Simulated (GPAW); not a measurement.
# InP (F-43m) in GPAW: notebook, part 2 of 2

GPAW 26.7.0. The steps go on from the part before.

### Step 4. Relaxation of cell and atoms, PBEsol, target pressure 5 GPa, at which the enthalpy is minimised

Contents of run.py:

```python
from ase import Atoms
from ase.filters import FrechetCellFilter
from ase.io import write
from ase.optimize import BFGS
from ase.units import GPa
from gpaw import GPAW, PW, setup_paths

setup_paths.insert(0, '.')

atoms = Atoms(['In', 'P'],
              cell=[[0.0, 2.9305, 2.9305],
                    [2.9305, 0.0, 2.9305],
                    [2.9305, 2.9305, 0.0]],
              scaled_positions=[[0.0, 0.0, 0.0],
                                [0.75, 0.75, 0.75]],
              pbc=True)

calc = GPAW(mode=PW(600),
            xc='PBEsol',
            kpts={'size': (8, 8, 8), 'gamma': True},
            occupations={'name': 'fermi-dirac', 'width': 0.05},
            nbands=18,
            convergence={'density': 1e-05, 'forces': 0.0001},
            maxiter=150,
            txt='gpaw.txt')
atoms.calc = calc
opt = BFGS(FrechetCellFilter(atoms, scalar_pressure=5 * GPa), trajectory='relax.traj', logfile='-')
done = opt.run(fmax=0.01, steps=40)
calc.write('gs.gpw')
write('result.traj', atoms)
print('Converged:', done)
print('Cell:', atoms.cell.cellpar().round(4))
print('Volume:', round(atoms.get_volume(), 4))
print(atoms.get_scaled_positions().round(5))
```

Potentials or basis: PAW data sets generated in the run's folder for this functional, pw.

Started as:

```sh
> gpaw-setup -f PBEsol In P
> OMP_NUM_THREADS=1 python run.py
```

gpaw.txt:

```text
__  _  _
 | _ |_)|_||  |
 |__||  | ||/\| - 26.7.0

Input parameters:
  mode=PW(ecut=600.0),
  convergence={'density': 1e-05, 'forces': 0.0001},
  kpts=MonkhorstPack(size=(8, 8, 8), gamma=True),
  maxiter=150,
  nbands=18,
  occupations=Occupations(name='fermi-dirac', width=0.05),
  xc=XC(name='PBEsol')

Diagonalizing LCAO Hamiltonian
Converting LCAO to pw mode

                     P

       In

Atoms  # Å, Bohr magnetons
|   | symbol |        x |        y |        z |    initial magnetic moments |
|---|--------|----------|----------|----------|-----------------------------|
| 0 |     In | 0.000000 | 0.000000 | 0.000000 | ( 0.0000,  0.0000,  0.0000) |
| 1 |      P | 4.395750 | 4.395750 | 4.395750 | ( 0.0000,  0.0000,  0.0000) |

Unit cell  # Å
| periodic |        x |        y |        z |  lengths |    angles |
|----------|----------|----------|----------|----------|-----------|
|      yes | 0.000000 | 2.930500 | 2.930500 | 4.144353 | 60.000000 |
|      yes | 2.930500 | 0.000000 | 2.930500 | 4.144353 | 60.000000 |
|      yes | 2.930500 | 2.930500 | 0.000000 | 4.144353 | 60.000000 |

Number of symmetries: 24
Symmetry operations  # r_c * U_cc + t_c -> r_c
|    | kind |            matrix            |
|----|------|------------------------------|
|  0 |  E   |  1, 0, 0,  0, 1, 0,  0, 0, 1 |
|  1 |  σ   |  1, 0, 0,  0, 0, 1,  0, 1, 0 |
|  2 |  σ   |  1, 0,-1,  0, 1,-1,  0, 0,-1 |
|  3 |  C3  |  1, 0,-1,  0, 0,-1,  0, 1,-1 |
|  4 |  C3  |  1,-1, 0,  0,-1, 1,  0,-1, 0 |
|  5 |  σ   |  1,-1, 0,  0,-1, 0,  0,-1, 1 |
|  6 |  σ   |  0, 1, 0,  1, 0, 0,  0, 0, 1 |
|  7 |  C3  |  0, 1, 0,  0, 0, 1,  1, 0, 0 |
|  8 |  C2  |  0, 1,-1,  1, 0,-1,  0, 0,-1 |
[... 208 lines left out ...]
Stress tensor  # eV/Ang^3
|         x |         y |         z |
|-----------|-----------|-----------|
| -0.002250 |  0.000000 |  0.000000 |
|  0.000000 | -0.002250 |  0.000000 |
|  0.000000 |  0.000000 | -0.002250 |

Forces  # eV/Ang
|        x |        y |       z |
|----------|----------|---------|
| -0.00000 | -0.00000 | 0.00000 |  # In   0
| -0.00000 |  0.00000 | 0.00000 |  # P    1
[... 252 lines left out ...]

Interpolating wave functions to new cell

                    P

       In

Atoms  # Å, Bohr magnetons
|   | symbol |         x |        y |         z |    initial magnetic moments |
|---|--------|-----------|----------|-----------|-----------------------------|
| 0 |     In | -0.000000 | 0.000000 | -0.000000 | ( 0.0000,  0.0000,  0.0000) |
| 1 |      P |  4.306547 | 4.306547 |  4.306547 | ( 0.0000,  0.0000,  0.0000) |

Unit cell  # Å
| periodic |         x |         y |         z |  lengths |    angles |
|----------|-----------|-----------|-----------|----------|-----------|
|      yes | -0.000000 |  2.871031 |  2.871031 | 4.060252 | 60.000000 |
|      yes |  2.871031 | -0.000000 |  2.871031 | 4.060252 | 60.000000 |
|      yes |  2.871031 |  2.871031 | -0.000000 | 4.060252 | 60.000000 |

Number of symmetries: 24
Symmetry operations  # r_c * U_cc + t_c -> r_c
|    | kind |            matrix            |
|----|------|------------------------------|
|  0 |  E   |  1, 0, 0,  0, 1, 0,  0, 0, 1 |
|  1 |  σ   |  1, 0, 0,  0, 0, 1,  0, 1, 0 |
|  2 |  σ   |  1, 0,-1,  0, 1,-1,  0, 0,-1 |
|  3 |  C3  |  1, 0,-1,  0, 0,-1,  0, 1,-1 |
|  4 |  C3  |  1,-1, 0,  0,-1, 1,  0,-1, 0 |
|  5 |  σ   |  1,-1, 0,  0,-1, 0,  0,-1, 1 |
|  6 |  σ   |  0, 1, 0,  1, 0, 0,  0, 0, 1 |
|  7 |  C3  |  0, 1, 0,  0, 0, 1,  1, 0, 0 |
|  8 |  C2  |  0, 1,-1,  1, 0,-1,  0, 0,-1 |
[... 208 lines left out ...]
Stress tensor  # eV/Ang^3
|         x |         y |         z |
|-----------|-----------|-----------|
| -0.032911 | -0.000000 | -0.000000 |
| -0.000000 | -0.032911 |  0.000000 |
| -0.000000 |  0.000000 | -0.032911 |

Forces  # eV/Ang
|       x |        y |        z |
|---------|----------|----------|
| 0.00000 |  0.00000 | -0.00000 |  # In   0
| 0.00000 | -0.00000 | -0.00000 |  # P    1

Interpolating wave functions to new cell

                    P

       In

Atoms  # Å, Bohr magnetons
|   | symbol |         x |        y |         z |    initial magnetic moments |
|---|--------|-----------|----------|-----------|-----------------------------|
| 0 |     In | -0.000000 | 0.000000 | -0.000000 | ( 0.0000,  0.0000,  0.0000) |
| 1 |      P |  4.311096 | 4.311096 |  4.311096 | ( 0.0000,  0.0000,  0.0000) |

Unit cell  # Å
| periodic |         x |         y |        z |  lengths |    angles |
|----------|-----------|-----------|----------|----------|-----------|
|      yes | -0.000000 |  2.874064 | 2.874064 | 4.064540 | 60.000000 |
|      yes |  2.874064 | -0.000000 | 2.874064 | 4.064540 | 60.000000 |
|      yes |  2.874064 |  2.874064 | 0.000000 | 4.064540 | 60.000000 |

Number of symmetries: 24
Symmetry operations  # r_c * U_cc + t_c -> r_c
|    | kind |            matrix            |
|----|------|------------------------------|
|  0 |  E   |  1, 0, 0,  0, 1, 0,  0, 0, 1 |
|  1 |  σ   |  1, 0, 0,  0, 0, 1,  0, 1, 0 |
|  2 |  σ   |  1, 0,-1,  0, 1,-1,  0, 0,-1 |
|  3 |  C3  |  1, 0,-1,  0, 0,-1,  0, 1,-1 |
|  4 |  C3  |  1,-1, 0,  0,-1, 1,  0,-1, 0 |
|  5 |  σ   |  1,-1, 0,  0,-1, 0,  0,-1, 1 |
|  6 |  σ   |  0, 1, 0,  1, 0, 0,  0, 0, 1 |
|  7 |  C3  |  0, 1, 0,  0, 0, 1,  1, 0, 0 |
|  8 |  C2  |  0, 1,-1,  1, 0,-1,  0, 0,-1 |
[... 206 lines left out ...]
Stress tensor  # eV/Ang^3
|         x |         y |         z |
|-----------|-----------|-----------|
| -0.031125 | -0.000000 | -0.000000 |
| -0.000000 | -0.031125 | -0.000000 |
| -0.000000 | -0.000000 | -0.031125 |

Forces  # eV/Ang
|        x |        y |        z |
|----------|----------|----------|
|  0.00000 | -0.00000 |  0.00000 |  # In   0
| -0.00000 |  0.00000 | -0.00000 |  # P    1

# Writing to gs.gpw (mode='')
```

stdout:

```text
Step          Energy          fmax
BFGS:    0       -7.810745        0.728759
BFGS:    1       -7.830420        0.543726
BFGS:    2       -7.853316        0.040308
BFGS:    3       -7.853491        0.001953
Converged: True
Cell: [ 4.0645  4.0645  4.0645 60.     60.     60.    ]
Volume: 47.4809
[[0.   0.   0.  ]
 [0.75 0.75 0.75]]
```

It took 65 s on 1 thread of Arm Neoverse V1, shared host; peak memory 0.21 GiB.

Results:

```yaml
Free_energy: -9.3353 eV
Relaxed_volume: 23.74 Å³/atom
Relaxed_cell: a = 4.065 Å, b = 4.065 Å, c = 4.065 Å, α = 60.00°, β = 60.00°, γ = 60.00°
Space_group_after_relaxing_to_0.05_Å: F-43m (No. 216)
Energy_change_on_relaxing_the_enthalpy_is_what_falls: +23.1 meV/atom
Ionic_steps: 4
Pressure_after_relaxing: 5.0 GPa
Band_gap_on_the_k_mesh: 0.92 eV, direct
```

The path:
```tsv
step	energy change (eV)	largest force (eV/Å)	pressure (GPa)	volume (Å³)
1	0.0000	0.0000	0.36	50.33
2	0.0047	0.0000	1.48	49.55
3	0.0511	0.0000	5.27	47.33
4	0.0463	0.0000	4.99	47.48
```

Final structure:
```yaml
crystal:
  lattice:
    - [0.00000, 2.87406, 2.87406]
    - [2.87406, 0.00000, 2.87406]
    - [2.87406, 2.87406, 0.00000]
  atoms:
    - { symbol: In, position: [0.00000, 0.00000, 0.00000] }
    - { symbol: P, position: [0.75000, 0.75000, 0.75000] }
```

Caveat: later steps reuse the first step's grids; spin-orbit coupling is left out, which moves the levels of the heavy elements.

### Step 5. The runs side by side

```csv
level,potentials or basis,cell,fmax,max steps,target pressure,gap on the mesh (eV),pressure (GPa),relaxed volume (Å³/atom)
PBE,"GPAW PAW data sets (gpaw-data 1.2.1), pw",relaxed,0.02 eV/Å,60,-,0.48,0.1,26.28
LDA,"the program's PAW data sets (release 1.2.1) made for this functional, pw",relaxed,0.01 eV/Å,40,-,0.60,0.0,24.62
PBEsol,"PAW data sets generated in the run's folder for this functional, pw",relaxed to 5 GPa,0.01 eV/Å,40,5 GPa,0.92,5.0,-
```

Alike in all rows: task relaxation of cell and atoms; no spin polarisation; k mesh 8 × 8 × 8; cutoff (eV) 600; smearing fermi-dirac 0.05 eV.

Caveats: later steps reuse the first step's grids; spin-orbit coupling is left out, which moves the levels of the heavy elements.

Absolute energies hang on the potentials; compare differences alone.
